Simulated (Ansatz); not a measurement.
# HgSe (F-43m) in Ansatz: equation of state

How stiff is HgSe in PBEsol, and what volume does it want? The cell is scaled to several volumes.

Program: Ansatz 0.2.0. These are calculated values, not measurements. Logs are shortened: lines on timing, memory, paths and dates and some standing lists are left out, and cuts for length are marked.

**Measured values to compare with.**

“The pseudo-binary mercury chalcogenide alloy HgSe0.7S0.3 at high pressure: a mechanism of the zinc blende/cinnabar reconstructive phase transition”, 2002, arxiv:cond-mat/0209548 quotes, for a bulk crystal of HgSe: bulk modulus 51.6 ± 0.2 GPa.

The runs below are set against these values where they give the same quantity.

## (1) The structure

It takes space group F-43m (No. 216, cubic). The conventional cell has a = 6.078 Å, b = 6.078 Å, c = 6.078 Å, α = 90.00°, β = 90.00°, γ = 90.00°. Around Hg (site symmetry -43m) lie 4 Se at 2.63 Å. Se (site symmetry -43m) is surrounded by 4 Hg at 2.63 Å.

## (2) Single point, PBEsol, 26.38 Å³/atom (volume scaled by 0.94)

input.yaml

```yaml
crystal:
  lattice:
    - [0.0, 2.9769621844, 2.9769621844]
    - [2.9769621844, 0.0, 2.9769621844]
    - [2.9769621844, 2.9769621844, 0.0]
  atoms:
    - { symbol: Hg, position: [0.0, 0.0, 0.0] }
    - { symbol: Se, position: [0.75, 0.75, 0.75] }
hamiltonian:
  xc: pbesol
  pseudopotentials: { kind: paw }
kpoints:
  mp_grid: { grid: [8, 8, 8] }
scf:
  occupations: { method: fermi_dirac, width: 0.05 }
output:
  forces: true
  stress: true
  eigenvalues: true
  write_density: true
  write_potential: true
  elf: true
  volumetric_format: npy
```

Potentials or basis: Ansatz PAW.

On the command line:

```sh
$ ansatz run input.yaml --threads 2 --pin off --max-ram 5632MiB --backend cpu --events-out ev --progress --plain --runs-dir out
```

What it wrote:

```text
Warning: RAYON_NUM_THREADS=2 ignored (pool sized by the plan → 2); use --threads N
Engine: ansatz 0.2.0, x86_64-unknown-linux-gnu
Pseudopotentials: kind: paw
Pseudopotential: Hg, paw, valence charge 20, recommended cutoff 420 eV (normal), Hg.paw.azcp
Pseudopotential: Se, paw, valence charge 16, recommended cutoff 420 eV (normal), Se.paw.azcp
Functional definition: PBEsol
  exchange = pbesol_x
  correlation = pbesol_c
Crystal: 2 atoms, lattice volume = 52.765 Å³
Basis set: ecut = 420 eV, 965 PW (Γ), exchange–correlation on 60×60×60 points (8 copies of the dense FFT grid, shifted against one another)
Bands: 22, of which v1, the nominal top of the filled ones, is band 18 counted from 1 (17 counted from 0)
Symmetry: 24 space group operations
Space group: F-43m (ITA 216), of the structure as read, at distance tolerance 3.8e-5 Å
k-points: 29 of 512 (time reversal used)
Non-local potential: Hg, projectors of the file, l = 0: 3, l = 1: 2, l = 2: 2, l = 3: 1
Non-local potential: Se, projectors of the file, l = 0: 2, l = 1: 2, l = 2: 3, l = 3: 1
PAW form: soft (Blöchl's): semilocal exchange-correlation on the pseudo side does not see the compensation charge
PAW frozen core: Hg, regenerated for the run's functional, and the local potential with it (the file was generated under x = pbe(κ = 0.804, μ = 0.2195149727645171), c = pbe(β = 0.06672455060314922))
PAW frozen core: Se, regenerated for the run's functional, and the local potential with it (the file was generated under x = pbe(κ = 0.804, μ = 0.2195149727645171), c = pbe(β = 0.06672455060314922))
PAW one-centre angular grid: Hg, 590 points (default); XC on 64 Gauss nodes
PAW one-centre angular grid: Se, 590 points (default); XC on 64 Gauss nodes
Initial density: superposition of atomic densities (neutral atoms: chi_scale 0, normalization atom), corrected by the library's trained network
Initial wavefunctions: pseudopotential atomic-orbital guess
Functional: x = pbesol(κ = 0.804, μ = 0.12345679012345678), c = pbesol(β = 0.046)
SCF iter   1: F=—  HF=-19092.550229 eV  |F-HF|=—  |Δ(HF+E_count)|=         —  Δρ=3.41e-3  dr2=9.22e-3  ethr=1.77e-3  ⟨swp⟩=6.0  Hψ=2760  notcnv=0
preconditioner: auto → none  [insulator: Δε(μ)=0.588 eV  Ē_g=11.552 eV  σ=0.050 eV  W_gap=0.72  n_scr=14 (ndim 8)  ℏωp=21.7 eV  f_vac=0.177  D(μ)=0.06/eV (n_scr^D=0)  ε∞_Penn≈4.5]
SCF iter   2: F=—  HF=-19092.548420 eV  |F-HF|=—  |Δ(HF+E_count)|=   1.81e-3  Δρ=1.05e-3  dr2=3.12e-4  ethr=2.56e-5  ⟨swp⟩=2.0  Hψ=1254  notcnv=0
SCF iter   3: F=—  HF=-19092.548478 eV  |F-HF|=—  |Δ(HF+E_count)|=   5.76e-5  Δρ=5.02e-4  dr2=8.11e-5  ethr=8.66e-7  ⟨swp⟩=2.0  Hψ=1042  notcnv=0
SCF iter   4: F=—  HF=-19092.548526 eV  |F-HF|=—  |Δ(HF+E_count)|=   4.82e-5  Δρ=1.51e-4  dr2=1.17e-5  ethr=2.25e-7  ⟨swp⟩=2.0  Hψ=916  notcnv=0
SCF iter   5: F=—  HF=-19092.548527 eV  |F-HF|=—  |Δ(HF+E_count)|=   5.18e-7  Δρ=3.37e-5  dr2=6.47e-7  ethr=3.24e-8  ⟨swp⟩=2.4  Hψ=1055  notcnv=0
SCF iter   6: F=-19092.548527 eV  HF=-19092.548527 eV  |F-HF|=4.31e-8  |Δ(HF+E_count)|=   9.23e-8  Δρ=1.03e-5  dr2=2.51e-8  ethr=2.78e-10  ⟨swp⟩=9.1  Hψ=4694  notcnv=0
SCF 1 converged in 6 iterations: F = -19092.548527 eV  dr2 = 2.51e-8
  Residual-converged pass: ⟨swp⟩=1.0  Hψ=754  notcnv=0  max |occ|·‖R‖ = 6.9e-9 eV (tolerance 1.0e-8 eV)  dr2=2.51e-8  dr2_onsite=7.00e-9  max |Δocc| = 7.7e-11
SCF converged after 6 iterations
Free energy (F): -19092.548527 eV
Harris-Foulkes:  -19092.548527 eV  (|F-HF|=4.31e-8)
Internal energy: -19092.547982 eV  (E = F + TS)
E sigma→0 (E₀):  -19092.548254 eV
Entropy (-TS):   -0.000545 eV (-0.272 meV/atom)
Fermi energy:    9.884491 eV
--- Per-component energies (eV) ---
  E_band       = -846.443116
  E_kinetic    = 723.783671
  E_local      = -5637.085141  (includes V_loc(G=0)·N_el)
  E_nonlocal   = -515.992788
  E_hartree    = 2584.049812
  E_xc         = -322.712631
  E_vxc        = -360.399413  (∫ρ·V_xc dr)
  E_paw        = -11668.246192  (= ΣΔE_a)
  E_vpaw       = -224.848902  (= ΣTr[D̂ρ^β])
  E_aug_tail   = 0.000313  (compensation charges beyond the density's cutoff)
  E_ewald      = -4257.682128
  E_core_change = 1.337102  (= ΣΔE_core)
  E_smearing   = -0.000545  (= −TS)
  E_closure    = 0.000000  (closes the sum)
  Σ components = -19092.548527   (vs F -19092.548527, Δ=0.00e0)
--- Forces (eV/Å), atoms counted from 1 ---
  atom   1  Hg    -0.00000000    -0.00000000    -0.00000000
  atom   2  Se     0.00000000    -0.00000000     0.00000000
  max |Σ_I F_I| component: 3.70e-17 eV/Å
--- Stress (GPa, compression-positive) ---
        5.742452       0.000000      -0.000000
        0.000000       5.742452       0.000000
       -0.000000       0.000000       5.742452
  P = ⅓ Tr σ = 5.7425 GPa (57.425 kbar)
--- Band table (eV; the first three rows and the last of 29) ---
  k-point 0: bands = ["-104.9620", "-53.3776", "-53.3776", "-53.3776", "-37.9420", "-37.9420", "-37.9420", "-37.9374", "-37.9374", "-4.1469", "2.2457", "2.2457", "2.2457", "3.1129", "3.1129", "8.8785", "9.8361", "9.8361", "9.8361", "15.1704", "15.1704", "15.1704"]
  k-point 1: bands = ["-104.9620", "-53.3777", "-53.3776", "-53.3776", "-37.9420", "-37.9420", "-37.9420", "-37.9374", "-37.9374", "-4.0692", "2.2685", "2.2807", "2.2807", "3.1097", "3.1097", "7.9192", "9.6527", "9.6527", "10.4421", "14.8216", "15.4098", "15.4098"]
  k-point 2: bands = ["-104.9620", "-53.3779", "-53.3777", "-53.3777", "-37.9421", "-37.9420", "-37.9420", "-37.9374", "-37.9374", "-3.8752", "2.3584", "2.3584", "2.4061", "3.1154", "3.1154", "6.4007", "9.2466", "9.2466", "10.8609", "15.0926", "15.8290", "15.8290"]
  k-point 28: bands = ["-104.9620", "-53.3781", "-53.3780", "-53.3779", "-37.9423", "-37.9421", "-37.9420", "-37.9374", "-37.9373", "-3.3958", "2.5613", "2.7088", "2.9827", "3.0478", "3.8504", "4.1226", "6.6849", "7.1269", "13.6199", "14.8133", "15.8712", "17.0845"]
```

Run time: 1 s. Hardware: 2 threads of Intel Xeon 6975P-C (Granite Rapids), shared host; peak memory 0.41 GiB.

Results:

* Free energy: -19092.5485 eV
* Pressure: 5.7 GPa
* Band gap on the k mesh: none (metal or under the smearing width)

Caveat: the PAW data sets come from PBE, with cores solved anew for the run's functional, which leaves a small shift of forces and pressure.

## (3) Single point, PBEsol, 26.94 Å³/atom (volume scaled by 0.96)

input.yaml

```yaml
crystal:
  lattice:
    - [0.0, 2.9979273976, 2.9979273976]
    - [2.9979273976, 0.0, 2.9979273976]
    - [2.9979273976, 2.9979273976, 0.0]
  atoms:
    - { symbol: Hg, position: [0.0, 0.0, 0.0] }
    - { symbol: Se, position: [0.75, 0.75, 0.75] }
hamiltonian:
  xc: pbesol
  pseudopotentials: { kind: paw }
kpoints:
  mp_grid: { grid: [8, 8, 8] }
scf:
  occupations: { method: fermi_dirac, width: 0.05 }
output:
  forces: true
  stress: true
  eigenvalues: true
```

Potentials or basis: Ansatz PAW.

On the command line:

```sh
$ ansatz run input.yaml --threads 2 --pin off --max-ram 5632MiB --backend cpu --events-out ev --progress --plain --runs-dir out
```

What it wrote:

```text
Warning: RAYON_NUM_THREADS=2 ignored (pool sized by the plan → 2); use --threads N
Engine: ansatz 0.2.0, x86_64-unknown-linux-gnu
Pseudopotentials: kind: paw
Pseudopotential: Hg, paw, valence charge 20, recommended cutoff 420 eV (normal), Hg.paw.azcp
Pseudopotential: Se, paw, valence charge 16, recommended cutoff 420 eV (normal), Se.paw.azcp
Functional definition: PBEsol
  exchange = pbesol_x
  correlation = pbesol_c
Crystal: 2 atoms, lattice volume = 53.888 Å³
Basis set: ecut = 420 eV, 1067 PW (Γ), exchange–correlation on 60×60×60 points (8 copies of the dense FFT grid, shifted against one another)
Bands: 22, of which v1, the nominal top of the filled ones, is band 18 counted from 1 (17 counted from 0)
Symmetry: 24 space group operations
Space group: F-43m (ITA 216), of the structure as read, at distance tolerance 3.8e-5 Å
k-points: 29 of 512 (time reversal used)
Non-local potential: Hg, projectors of the file, l = 0: 3, l = 1: 2, l = 2: 2, l = 3: 1
Non-local potential: Se, projectors of the file, l = 0: 2, l = 1: 2, l = 2: 3, l = 3: 1
PAW form: soft (Blöchl's): semilocal exchange-correlation on the pseudo side does not see the compensation charge
PAW frozen core: Hg, regenerated for the run's functional, and the local potential with it (the file was generated under x = pbe(κ = 0.804, μ = 0.2195149727645171), c = pbe(β = 0.06672455060314922))
PAW frozen core: Se, regenerated for the run's functional, and the local potential with it (the file was generated under x = pbe(κ = 0.804, μ = 0.2195149727645171), c = pbe(β = 0.06672455060314922))
PAW one-centre angular grid: Hg, 590 points (default); XC on 64 Gauss nodes
PAW one-centre angular grid: Se, 590 points (default); XC on 64 Gauss nodes
Initial density: superposition of atomic densities (neutral atoms: chi_scale 0, normalization atom), corrected by the library's trained network
[... 17 lines left out ...]
Fermi energy:    9.510833 eV
--- Per-component energies (eV) ---
  E_band       = -856.536959
  E_kinetic    = 723.112752
  E_local      = -5686.291714  (includes V_loc(G=0)·N_el)
  E_nonlocal   = -515.873441
  E_hartree    = 2603.733778
  E_xc         = -322.373741
  E_vxc        = -359.947598  (∫ρ·V_xc dr)
  E_paw        = -11668.320454  (= ΣΔE_a)
  E_vpaw       = -225.004270  (= ΣTr[D̂ρ^β])
  E_aug_tail   = 0.000313  (compensation charges beyond the density's cutoff)
  E_ewald      = -4227.907153
  E_core_change = 1.337102  (= ΣΔE_core)
  E_smearing   = -0.000562  (= −TS)
  E_closure    = -0.000000  (closes the sum)
  Σ components = -19092.583122   (vs F -19092.583122, Δ=0.00e0)
--- Forces (eV/Å), atoms counted from 1 ---
  atom   1  Hg    -0.00000000    -0.00000000     0.00000000
  atom   2  Se     0.00000000    -0.00000000    -0.00000000
  max |Σ_I F_I| component: 1.85e-17 eV/Å
--- Stress (GPa, compression-positive) ---
        4.159180       0.000000      -0.000000
        0.000000       4.159180       0.000000
       -0.000000       0.000000       4.159180
  P = ⅓ Tr σ = 4.1592 GPa (41.592 kbar)
--- Band table (eV; the first three rows and the last of 29) ---
  k-point 0: bands = ["-105.2437", "-53.6579", "-53.6579", "-53.6579", "-38.2450", "-38.2450", "-38.2450", "-38.2408", "-38.2408", "-4.3546", "2.0139", "2.0139", "2.0139", "2.8421", "2.8421", "8.4792", "9.4605", "9.4605", "9.4605", "14.8279", "14.8279", "14.8279"]
  k-point 1: bands = ["-105.2437", "-53.6580", "-53.6579", "-53.6579", "-38.2450", "-38.2450", "-38.2450", "-38.2408", "-38.2408", "-4.2804", "2.0381", "2.0475", "2.0475", "2.8391", "2.8391", "7.5498", "9.2849", "9.2849", "10.0558", "14.4727", "15.0603", "15.0603"]
  k-point 2: bands = ["-105.2437", "-53.6582", "-53.6580", "-53.6580", "-38.2451", "-38.2450", "-38.2450", "-38.2408", "-38.2408", "-4.0952", "2.1220", "2.1220", "2.1762", "2.8447", "2.8447", "6.0753", "8.8950", "8.8950", "10.4799", "14.7172", "15.4688", "15.4688"]
  k-point 28: bands = ["-105.2437", "-53.6584", "-53.6583", "-53.6582", "-38.2452", "-38.2451", "-38.2450", "-38.2408", "-38.2407", "-3.6384", "2.3220", "2.4559", "2.7277", "2.7798", "3.5386", "3.8749", "6.4358", "6.8400", "13.1824", "14.4562", "15.4826", "16.7348"]
```

Wall time 0.77 s (2 threads of Intel Xeon 6975P-C (Granite Rapids), shared host); peak memory 0.4 GiB.

What came out:

```yaml
Free_energy: -19092.5831 eV
Pressure: 4.2 GPa
Band_gap_on_the_k_mesh: none (metal or under the smearing width)
```

Caveat: the PAW data sets come from PBE, with cores solved anew for the run's functional, which leaves a small shift of forces and pressure.

## (4) Single point, PBEsol, 27.51 Å³/atom (volume scaled by 0.98)

Edit input.yaml of step 3 so:

```diff
@@ -2,5 +2,5 @@
   lattice:
-    - [0.0, 2.9979273976, 2.9979273976]
-    - [2.9979273976, 0.0, 2.9979273976]
-    - [2.9979273976, 2.9979273976, 0.0]
+    - [0.0, 3.0186034123, 3.0186034123]
+    - [3.0186034123, 0.0, 3.0186034123]
+    - [3.0186034123, 3.0186034123, 0.0]
   atoms:
@@ -19 +19,5 @@
   eigenvalues: true
+  write_density: true
+  write_potential: true
+  elf: true
+  volumetric_format: npy
```

On the command line:

```sh
$ ansatz run input.yaml --threads 2 --pin off --max-ram 5632MiB --backend cpu --events-out ev --progress --plain --runs-dir out
```

Wall time 1 s (2 threads of Intel Xeon 6975P-C (Granite Rapids), shared host); peak memory 0.42 GiB.

The run converged. Its results:

- Free energy: -19092.6072 eV
- Pressure: 2.8 GPa
- Band gap on the k mesh: none (metal or under the smearing width)

Caveat: the PAW data sets come from PBE, with cores solved anew for the run's functional, which leaves a small shift of forces and pressure.

## (5) Single point, PBEsol, 28.07 Å³/atom

input.yaml

```yaml
crystal:
  lattice:
    - [0.0, 3.039, 3.039]
    - [3.039, 0.0, 3.039]
    - [3.039, 3.039, 0.0]
  atoms:
    - { symbol: Hg, position: [0.0, 0.0, 0.0] }
    - { symbol: Se, position: [0.75, 0.75, 0.75] }
hamiltonian:
  xc: pbesol
  pseudopotentials: { kind: paw }
kpoints:
  mp_grid: { grid: [8, 8, 8] }
scf:
  occupations: { method: fermi_dirac, width: 0.05 }
output:
  forces: true
  stress: true
  eigenvalues: true
```

On the command line:

```sh
$ ansatz run input.yaml --threads 2 --pin off --max-ram 5632MiB --backend cpu --events-out ev --progress --plain --runs-dir out
```

Run time: 0.78 s. Hardware: 2 threads of Intel Xeon 6975P-C (Granite Rapids), shared host; peak memory 0.41 GiB.

The run converged. Its results:

- Free energy: -19092.6221 eV
- Pressure: 1.5 GPa
- Band gap on the k mesh: none (metal or under the smearing width)

Caveat: the PAW data sets come from PBE, with cores solved anew for the run's functional, which leaves a small shift of forces and pressure.

## (6) Single point, PBEsol, 28.63 Å³/atom (volume scaled by 1.02)

Edit input.yaml of step 5 so:

```diff
@@ -2,5 +2,5 @@
   lattice:
-    - [0.0, 3.039, 3.039]
-    - [3.039, 0.0, 3.039]
-    - [3.039, 3.039, 0.0]
+    - [0.0, 3.0591264144, 3.0591264144]
+    - [3.0591264144, 0.0, 3.0591264144]
+    - [3.0591264144, 3.0591264144, 0.0]
   atoms:
@@ -19 +19,5 @@
   eigenvalues: true
+  write_density: true
+  write_potential: true
+  elf: true
+  volumetric_format: npy
```

Potentials or basis: Ansatz PAW.

On the command line:

```sh
$ ansatz run input.yaml --threads 2 --pin off --max-ram 5632MiB --backend cpu --events-out ev --progress --plain --runs-dir out
```

It took 1.1 s on 2 threads of Intel Xeon 6975P-C (Granite Rapids), shared host; peak memory 0.42 GiB.

It converged, with:

| Quantity | Value |
| --- | --- |
| Free energy | -19092.6286 eV |
| Pressure | 0.4 GPa |
| Band gap on the k mesh | none (metal or under the smearing width) |

Caveat: the PAW data sets come from PBE, with cores solved anew for the run's functional, which leaves a small shift of forces and pressure.

## (7) Single point, PBEsol, 29.19 Å³/atom (volume scaled by 1.04)

input.yaml

```yaml
crystal:
  lattice:
    - [0.0, 3.0789914282, 3.0789914282]
    - [3.0789914282, 0.0, 3.0789914282]
    - [3.0789914282, 3.0789914282, 0.0]
  atoms:
    - { symbol: Hg, position: [0.0, 0.0, 0.0] }
    - { symbol: Se, position: [0.75, 0.75, 0.75] }
hamiltonian:
  xc: pbesol
  pseudopotentials: { kind: paw }
kpoints:
  mp_grid: { grid: [8, 8, 8] }
scf:
  occupations: { method: fermi_dirac, width: 0.05 }
output:
  forces: true
  stress: true
  eigenvalues: true
```

On the command line:

```sh
$ ansatz run input.yaml --threads 2 --pin off --max-ram 5632MiB --backend cpu --events-out ev --progress --plain --runs-dir out
```

It took 0.82 s on 2 threads of Intel Xeon 6975P-C (Granite Rapids), shared host; peak memory 0.41 GiB.

It converged, with:

* Free energy: -19092.6278 eV
* Pressure: -0.6 GPa
* Band gap on the k mesh: none (metal or under the smearing width)

Caveat: the PAW data sets come from PBE, with cores solved anew for the run's functional, which leaves a small shift of forces and pressure.

## (8) Single point, PBEsol, 29.75 Å³/atom (volume scaled by 1.06)

Edit input.yaml of step 7 so:

```diff
@@ -2,5 +2,5 @@
   lattice:
-    - [0.0, 3.0789914282, 3.0789914282]
-    - [3.0789914282, 0.0, 3.0789914282]
-    - [3.0789914282, 3.0789914282, 0.0]
+    - [0.0, 3.0986033673, 3.0986033673]
+    - [3.0986033673, 0.0, 3.0986033673]
+    - [3.0986033673, 3.0986033673, 0.0]
   atoms:
```

On the command line:

```sh
$ ansatz run input.yaml --threads 2 --pin off --max-ram 5632MiB --backend cpu --events-out ev --progress --plain --runs-dir out
```

Wall time 0.84 s (2 threads of Intel Xeon 6975P-C (Granite Rapids), shared host); peak memory 0.4 GiB.

It converged, with:

```
Free energy            : -19092.6204 eV
Pressure               : -1.5 GPa
Band gap on the k mesh : none (metal or under the smearing width)
```

Caveat: the PAW data sets come from PBE, with cores solved anew for the run's functional, which leaves a small shift of forces and pressure.

## (9) Equation of state, PBEsol

Potentials or basis: Ansatz PAW.

This step only gathers the single runs of the series.

What came out:

```yaml
Equilibrium_volume: 28.84 Å³/atom
Bulk_modulus: 52 GPa
Pressure_derivative_of_the_bulk_modulus: 5.0
```

Energy against volume, from the lowest point:
```tsv
volume (Å³/atom)	energy (meV/atom)
26.383	40.03
26.944	22.73
27.505	10.68
28.067	3.27
28.628	0.00
29.189	0.41
29.751	4.08
```

Spin-orbit coupling is left out, which matters for the levels of Hg.

## (10) How close it comes

Step 9. Against the measured bulk modulus of HgSe, 51.6 GPa (quoted in “The pseudo-binary mercury chalcogenide alloy HgSe0.7S0.3 at high pressure: a mechanism of the zinc blende/cinnabar reconstructive phase transition”, 2002, arxiv:cond-mat/0209548), the calculated 52 GPa is off by -0.1 %. The fit is for a static lattice scaled at fixed shape and fixed fractional positions.
